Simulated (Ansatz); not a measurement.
# IrO2 under strain: Electric field gradients

The cell is an entry of the Crystallography Open Database (COD), relaxed with PBE at fixed cell and then changed (z compressed by 3 %, ions relaxed).

```
Ir O
1.0
     4.49900    0.00000    0.00000
     0.00000    4.49900    0.00000
     0.00000    0.00000    3.05162
Ir O
2 4
Direct
  0.00000 0.00000 0.00000
  0.50000 0.50000 0.50000
  0.30506 0.30506 0.00000
  0.19494 0.80506 0.50000
  0.69494 0.69494 0.00000
  0.80506 0.19494 0.50000
```

Atoms are numbered from 1 in the order listed; like atoms form one site, named after its first atom.

Computed with Ansatz: DFT, PBE, plane waves and PAW, scalar-relativistic, collinear spin, 420 eV cutoff, Γ-centred 10×10×15 k-points, Fermi–Dirac smearing 0.05 eV. Start moments as typed (μB): 1 on each Ir, none on the rest.

V_zz is the principal component of the electric field gradient with the largest magnitude, η = (V_xx − V_yy)/V_zz and C_Q = eQV_zz/h.

¹⁹³Ir: I = 3/2, Q = 751.0 mb; 17O: I = 5/2, Q = -25.58 mb. Q values from Pyykkö, Mol. Phys. 116, 1328 (2018).

```csv
site,atoms (order as listed),first shell,"V_xx, V_yy, V_zz (10²¹ V/m²)",η,C_Q (MHz)
Ir,"1, 2",6 O at 1.94–1.97 Å,"5.91, 10.02, -15.93",0.26,-289
O,"3, 4, 5, 6",3 Ir at 1.94–1.97 Å,"3.21, 6.14, -9.35",0.31,5.78
```

At O V_zz stands upright on the plane through its three neighbours (within 1°).

With no gap above 0.1 eV, as in a metal, the gradients converge slowly in k; expect changes of a tenth or more on a denser mesh. Spin–orbit coupling is left out, which shifts gradients on Ir by a few per cent in wide-gap crystals, and can shift them far more where the calculated gap is small or absent, as here. Semilocal functionals can leave a metal where correlation in the d or f shell opens a gap in the real compound, and that would change the values at and beside Ir. At this changed cell the PBE pressure is 19 GPa. The start moments die out, and the run ends without spin.

The relaxation (4 steps) took 56 s of wall time (56 s of CPU time) and 0.95 GiB at its peak, on 1 thread of Intel Xeon 6975P-C (Granite Rapids) (x86_64; 16 cores open to the job, memory cap 3.0 GiB, no GPU), a shared host with a load of 0.1 a core.
